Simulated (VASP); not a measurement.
# Mg (P6_3/mmc) in VASP: notebook, part 2 of 2

VASP 6.6.1.

### Step 4. Single point, revPBE+D3(BJ)

File INCAR:

```
SYSTEM = Mg
PREC = Accurate ; ENCUT = 520
EDIFF = 1E-6 ; ISMEAR = 0
SIGMA = 0.01 ; LREAL = .False.
LASPH = .True. ; NELM = 100
ALGO = Normal ; ISIF = 2
LWAVE = .False. ; LCHARG = .False.
GGA = RE ; IVDW = 12
NBANDS = 9
```

File KPOINTS:

```
regular mesh
0
Gamma
  10 10 5
  0 0 0
```

File POSCAR:

```
Mg
1.0
    3.2093000000      0.0000000000      0.0000000000
   -1.6046500000      2.7793353284      0.0000000000
    0.0000000000      0.0000000000      5.2103000000
Mg
2
Direct
    0.6666666667      0.3333333333      0.7500000000
    0.3333333333      0.6666666667      0.2500000000
```

Potentials or basis: VASP PAW PBE potentials, release 64 (Mg).

On the command line:

```bash
cat potpaw_PBE.64/Mg/POTCAR > POTCAR
mpirun -np 1 vasp_std > vasp.out
```

OUTCAR:

```text
SYSTEM = Mg
   PREC = Accurate
   ENCUT = 520
   EDIFF = 1E-6
   ISMEAR = 0
   LREAL = .False.
   LASPH = .True.
   NELM = 100
   ISIF = 2
   GGA = RE
   IVDW = 12
 IVDW          = 12

 ion  position               nearest neighbor table
   1  0.667  0.333  0.750-   2 3.20   2 3.20   2 3.20   2 3.20   2 3.20   2 3.20
   2  0.333  0.667  0.250-   1 3.20   1 3.20   1 3.20   1 3.20   1 3.20   1 3.20

  LATTYP: Found a hexagonal cell.
 ALAT       =     3.2093000000
 C/A-ratio  =     1.6235004518

  Lattice vectors:

 A1 = (   3.2093000000,   0.0000000000,   0.0000000000)
 A2 = (  -1.6046500000,   2.7793353284,   0.0000000000)
 A3 = (   0.0000000000,   0.0000000000,   5.2103000000)

Analysis of symmetry for initial positions (statically):
=====================================================================
 Subroutine PRICEL returns:
 Original cell was already a primitive cell.

 Routine SETGRP: Setting up the symmetry group for a
 hexagonal supercell.

 Subroutine GETGRP returns: Found 24 space group operations
 (whereof 12 operations were pure point group operations)
 out of a pool of 24 trial point group operations.

The static configuration has the point symmetry D_3d.
 The point group associated with its full space group is D_6h.

Analysis of symmetry for dynamics (positions and initial velocities):
=====================================================================
 Subroutine PRICEL returns:
 Original cell was already a primitive cell.

 Routine SETGRP: Setting up the symmetry group for a
 hexagonal supercell.

 Subroutine GETGRP returns: Found 24 space group operations
 (whereof 12 operations were pure point group operations)
 out of a pool of 24 trial point group operations.

The dynamic configuration has the point symmetry D_3d.
 The point group associated with its full space group is D_6h.

 Subroutine INISYM returns: Found 24 space group operations
 (whereof 12 operations are pure point group operations),
 and found     1 'primitive' translations

----------------------------------------------------------------------------------------

                                     Primitive cell

  volume of cell :      46.4744

  direct lattice vectors                    reciprocal lattice vectors
     3.209300000  0.000000000  0.000000000     0.311594429  0.179899127  0.000000000
    -1.604650000  2.779335328  0.000000000     0.000000000  0.359798255  0.000000000
     0.000000000  0.000000000  5.210300000     0.000000000  0.000000000  0.191927528

  length of vectors
     3.209300000  3.209300000  5.210300000     0.359798255  0.359798255  0.191927528

  position of ions in fractional coordinates (direct lattice)
     0.666666667  0.333333333  0.750000000
     0.333333333  0.666666667  0.250000000

  ion indices of the primitive-cell ions
   primitive index   ion index
                 1           1
                 2           2

----------------------------------------------------------------------------------------

 KPOINTS: regular mesh

Automatic generation of k-mesh.
 Grid dimensions read from file:
 generate k-points for:   10   10    5

 Generating k-lattice:

  Cartesian coordinates                     Fractional coordinates (reciprocal lattice)
[... 22 lines left out ...]
  0.500000  0.000000  0.000000      3.000000
[... 16 lines left out ...]
  0.300000  0.100000  0.200000     24.000000
  0.400000  0.100000  0.200000     24.000000
 [... further k-points ...]
   k-points           NKPTS =     42   k-points in BZ     NKDIM =     42   number of bands    NBANDS=      9
   number of dos      NEDOS =    301   number of ions     NIONS =      2
   total plane-waves  NPLWV =  23040
   dimension x,y,z NGX =    24 NGY =   24 NGZ =   40
   dimension x,y,z NGXF=    48 NGYF=   48 NGZF=   80
   ions per type =               2
   NGX,Y,Z   is equivalent  to a cutoff of  12.43, 12.43, 12.76 a.u.
   NGXF,Y,Z  is equivalent  to a cutoff of  24.86, 24.86, 25.53 a.u.
 SYSTEM =  Mg
   PREC   = accura    normal or accurate (medium, high low for compatibility)
   ISTART =      0    job   : 0-new  1-cont  2-samecut
   ICHARG =      2    charge: 1-file 2-atom 10-const
   ISPIN  =      1    spin polarized calculation?
   LNONCOLLINEAR =      F non collinear calculations
   LSORBIT =      F    spin-orbit coupling
   LASPH  =      T    aspherical Exc in radial PAW
   ENCUT  =  520.0 eV  38.22 Ry    6.18 a.u.   5.97  5.97  9.69*2*pi/ulx,y,z
   NELM   =    100;   NELMIN=  2; NELMDL= -5     # of ELM steps
   EDIFF  = 0.1E-05   stopping-criterion for ELM
   LREAL  =      F    real-space projection
   EDIFFG = 0.1E-04   stopping-criterion for IOM
   NSW    =      0    number of steps for IOM
   IBRION =     -1    ionic relax: 0-MD 1-quasi-New 2-CG
   NFREE  =      0    steps in history (QN), initial steepest desc. (CG)
   ISIF   =      2    stress and relaxation
   ISYM   =      2    0-nonsym 1-usesym 2-fastsym
   POTIM  = 0.5000    time-step for ionic-motion
   TEBEG  =    0.0;   TEEND  =   0.0 temperature during run
   PSTRESS=    0.0 pullay stress
   NELECT =       4.0000    total number of electrons
   NUPDOWN=      -1.0000    fix difference up-down
   EMIN   =  10.00;   EMAX   =-10.00  energy-range for DOS
   EFERMI =   0.00;   METHOD = LEGACY
   ISMEAR =     0;   SIGMA  =   0.01  broadening in eV -4-tet -1-fermi 0-gaus
   EFERMI_NEDOS =   21; number of points for ismear=-14 and -15
   IALGO  =     38    algorithm
   IMIX   =      4    mixing-type and parameters
     AMIX     =   0.40;   BMIX     =  1.00
     AMIX_MAG =   1.60;   BMIX_MAG =  1.00
  volume/ion in A,a.u.               =      23.24       156.81
  Fermi-wavevector in a.u.,A,eV,Ry     =   0.722809  1.365911  7.108401  0.522453
  Thomas-Fermi vector in A             =   1.812866
   LORBIT       =      0    0 simple, 1 ext, 2 COOP (PROOUT), +10 PAW based schemes
   GGA     = RE    functional components
   LHFCALC =     F    Hartree Fock is set to
   AEXX    =    0.0000 exact exchange contribution
   IVDW    =    12    specifies the selected vdW correction
   LEPSILON=     F    determine dielectric tensor
   LRPA    =     F    only Hartree local field effects (RPA)
 non-spin polarized calculation
 Gauss-broadening in eV      SIGMA  =   0.01
  energy-cutoff  :      520.00
  volume of cell :       46.47
 maximum number of plane-waves:      1277
 NGX is ok and might be reduce to    24
   NGX = 11   NGY = 11   NGZ = 19

 number of electron       4.0000000 magnetization

 Free energy of the ion-electron system (eV)
  ---------------------------------------------------
  ext. energy  EPLUGINS =         0.00000000
  ---------------------------------------------------
  free energy    TOTEN  =        -2.70855443 eV

  energy without entropy =       -2.70832144  energy(sigma->0) =       -2.70843794

 E-fermi :   2.6538     XC(G=0):  -8.3729

 val. band max:        2.6499632668   @ k =   0.4000   0.1000   0.4000
 cond. band min:       2.7062958164   @ k =   0.3000   0.3000   0.0000
 fundamental gap:      0.0563325496
 Fermi energy:         2.6538419091

 k-point     1 :       0.0000    0.0000    0.0000
  band No.  band energies     occupation
      1      -4.2202      2.00000
      2       0.9752      2.00000
      3       1.4390      2.00000
      4      13.5384      0.00000
      5      13.5384      0.00000
      6      13.6608      0.00000
      7      13.6608      0.00000
      8      14.4157      0.00000
      9      16.0004      0.00000
[... 265 lines left out ...]
 k-point    24 :       0.4000    0.1000    0.2000
  band No.  band energies     occupation
      1       0.0050      2.00000
      2       1.8002      2.00000
      3       3.2623      0.00000
      4       4.9889      0.00000
      5       6.9215      0.00000
      6       7.9287      0.00000
      7       9.4367      0.00000
      8      10.6822      0.00000
      9      13.1703      0.00000

 [... further k-points ...]

------------------------ aborting loop because EDIFF is reached ----------------------------------------

 Edisp (eV)   -1.07213

 E8    (eV) :    -0.7531

  FORCE on cell =-STRESS in cart. coord.  units (eV):
  Direction    XX          YY          ZZ          XY          YZ          ZX
  --------------------------------------------------------------------------------------
  -------------------------------------------------------------------------------------
  Total      -1.04550    -1.04550    -0.79713     0.00000     0.00000    -0.00000
  in kB     -36.04302   -36.04302   -27.48059     0.00000     0.00000    -0.00000
  external pressure =      -33.19 kB  Pullay stress =        0.00 kB

 VOLUME and BASIS-vectors are now :
 -----------------------------------------------------------------------------
  energy-cutoff  :      520.00
  volume of cell :       46.47
      direct lattice vectors                 reciprocal lattice vectors
     3.209300000  0.000000000  0.000000000     0.311594429  0.179899127  0.000000000
    -1.604650000  2.779335328  0.000000000     0.000000000  0.359798255  0.000000000
     0.000000000  0.000000000  5.210300000     0.000000000  0.000000000  0.191927528

 POSITION                                       TOTAL-FORCE (eV/Angst)
 -----------------------------------------------------------------------------------
      1.60465      0.92645      3.90773         0.000000      0.000000      0.000000
     -0.00000      1.85289      1.30258        -0.000000     -0.000000      0.000000
 -----------------------------------------------------------------------------------
    total drift:                                0.000000     -0.000000      0.000000

  FREE ENERGIE OF THE ION-ELECTRON SYSTEM (eV)
  ---------------------------------------------------
  free  energy   TOTEN  =        -3.7806846975 eV

  energy  without entropy=       -3.7804517099  energy(sigma->0) =       -3.78056820
```

Wall time 7.3 s (1 thread of AMD EPYC 9R45 (Zen 5), shared host); peak memory 0.14 GiB.

What came out:

```yaml
Free_energy: -3.7807 eV
Pressure: -3.3 GPa
Band_gap_on_the_k_mesh: none (metal or under the smearing width)
Dispersion_energy_per_atom: -0.536 eV
```

Stress tensor (GPa, compression positive):
```
-3.60  0.00  0.00
 0.00 -3.60  0.00
 0.00  0.00 -2.75
```

Caveat: the PAW data sets were made with another functional, which shifts forces and pressure a little; pairwise dispersion overbinds metals, which lowers pressure and volume.

### Step 5. Overview

```tsv
level	cell	smearing	gap on the mesh (eV)	pressure (GPa)
PBE	volume scaled by 0.94	fermi-dirac 0.05 eV	none	1.9
PBE	volume scaled by 1.04	fermi-dirac 0.05 eV	none	-1.7
revPBE+D3(BJ)	as given	gaussian 0.01 eV	none	-3.3
```

Alike in all rows: task single point; potentials or basis VASP PAW PBE potentials, release 64 (Mg); no spin polarisation; k mesh 10 × 10 × 5; cutoff (eV) 520.

Caveats: the PAW data sets were made with another functional, which shifts forces and pressure a little (some runs); pairwise dispersion overbinds metals, which lowers pressure and volume (some runs).

Absolute energies hang on the potentials; compare differences alone.
